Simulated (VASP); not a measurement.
Te:

```
CELL_PARAMETERS angstrom
4.45378 0.00000 0.00000
-2.22689 3.85708 0.00000
0.00000 0.00000 5.87382
ATOMIC_POSITIONS crystal
Te 0.26904 0.00000 0.33333
Te 0.00000 0.26904 0.66667
Te 0.73096 0.73096 0.00000
```

The cell isn't the ideal one: a relaxed cell with its volume scaled by 0.96.

- Program: VASP 6.6.1
- Task: relaxation of shape and atoms at fixed volume
- Functional: PBE
- Potentials or basis: VASP PAW PBE potentials, release 64 (Te)
- Cutoff: 600 eV
- k mesh: 9 × 9 × 6
- Occupations: gaussian, width 0.03 eV
- Spin: no spin polarisation

At the start: pressure 2.0 GPa; volume 33.63 Å³/atom.

Task: Where does the relaxation end?

Result: Over 7 steps the energy falls by 4.8 meV/atom; space group P3_121 (No. 152, to 0.05 Å).

Step by step:
```
step  energy change (eV)  largest force (eV/Å)  pressure (GPa)
   1              0.0000                0.2162            2.02
   2             -0.0081                0.1413            1.63
   3             -0.0143                0.0230            0.97
   4             -0.0144                0.0126            0.91
   5             -0.0144                0.0092            0.89
   6             -0.0144                0.0053            0.89
   7             -0.0145                0.0047            0.89
```

Final structure:
```xyz
3
Lattice="4.4215 0.0000 0.0000 -2.2108 3.8291 0.0000 0.0000 0.0000 5.9599" Properties=species:S:1:pos:R:3 pbc="T T T"
Te   -0.9862    3.8291    1.9866
Te    3.8092    1.0605    3.9733
Te    1.5985    2.7687    0.0000
```
